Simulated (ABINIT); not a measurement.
Write the native input for ABINIT 10.8.3 (patched build) that does the following.

```yaml
Task: single point
Functional: LDA
Potentials_or_basis: JTH PAW LDA v2.0
Cutoff: 626 eV
k_mesh: 10 × 10 × 10
Occupations: fermi-dirac, width 0.05 eV
Spin: no spin polarisation
Fine-grid_cutoff: 1224.51 eV
```

The system is PbF2 (Fluorocronite).

```
Pb F
1.0
     0.00000    2.96366    2.96366
     2.96366    0.00000    2.96366
     2.96366    2.96366    0.00000
Pb F
1 2
Direct
  0.00000 0.00000 0.00000
  0.75000 0.75000 0.75000
  0.25000 0.25000 0.25000
```

The input as run:

run.abi

```
# Pseudopotentials
pp_dirpath "./"
pseudos "Pb.LDA_PW-JTH.xml, F.LDA_PW-JTH.xml"

# Structure
acell 3*1.0
rprim
     0.0000000000     5.6005057265     5.6005057265
     5.6005057265     0.0000000000     5.6005057265
     5.6005057265     5.6005057265     0.0000000000
ntypat 2
znucl 82 9
natom 3
typat 1 2 2
xred
     0.0000000000     0.0000000000     0.0000000000
     0.7500000000     0.7500000000     0.7500000000
     0.2500000000     0.2500000000     0.2500000000

# Plane-wave basis
ecut 23.0
pawecutdg 45.0

# k points
kptopt 1
ngkpt 10 10 10
nshiftk 1
shiftk 0.0 0.0 0.0

# Exchange and correlation
ixc 7

# Bands and occupations
nband 18
occopt 3
tsmear 0.00183747

# SCF cycle
nstep 100
tolvrs 1.0e-9

# Output
iomode 3
prtwf 0
prteig 0
prtebands 0
prtden 1
prtvha 1
prtvclmb 1
prtpot 1
```

Potentials or basis: JTH PAW LDA v2.0.

Launch:

```bash
$ abinit run.abi > log 2>&1
```

Results of the run:

```
Pressure                                              : -4.7 GPa
Band gap on the k mesh                                : 4.26 eV, indirect (least direct gap 4.41 eV)
Valence electrons inside the program's atomic spheres : Pb 11.24; F 5.59
```

Caveat: spin-orbit coupling is left out, which as a rule narrows the gap of such compounds by several tenths of an eV.

Run time: 100 s on 1 thread of Arm Neoverse V2, with other jobs on the host, peak memory 0.13 GiB.
